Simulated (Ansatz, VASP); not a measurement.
# WC (Qusongite) in VASP and in Ansatz

```
CELL_PARAMETERS angstrom
2.90650 0.00000 0.00000
-1.45325 2.51710 0.00000
0.00000 0.00000 2.83660
ATOMIC_POSITIONS crystal
W 0.00000 0.00000 0.00000
C 0.66667 0.33333 0.50000
```

Alike in both runs: task relaxation of cell and atoms; functional LDA; k mesh 10 × 10 × 9; occupations fermi-dirac, width 0.05 eV; no spin polarisation.

|  | VASP | Ansatz |
| --- | --- | --- |
| version | VASP 6.6.1 | Ansatz 0.2.0 |
| potentials or method | VASP PAW LDA potentials, release 64 (W_sv, C) | Ansatz PAW |
| plane-wave cutoff (eV) | 600 | 420 |
| valence electrons in the cell | 18 | 18 |

Ansatz gave:

- relaxed volume (Å³/atom): 10.13
- relaxed cell length with the largest relative difference (Å): 2.811
- energy change over the relaxation (meV/atom): -8

What did VASP give for the same quantities?

Relaxed volume (Å³/atom): 10.19; relaxed cell length with the largest relative difference (Å): 2.817; energy change over the relaxation (meV/atom): -4.

Caveats: the plane-wave basis is chosen anew once the cell has moved, so the energies of steps on either side of that aren't comparable (Ansatz); the pressure holds a Pulay correction of +0.4 GPa for the finite cutoff (Ansatz); the PAW data sets come from PBE, with cores solved anew for the run's functional, which leaves a small shift of forces and pressure (Ansatz). The runs have no spin-orbit coupling, so splittings on W are missing. Zero-point motion and thermal expansion aren't in these numbers. LDA usually gives volumes a few per cent too small.
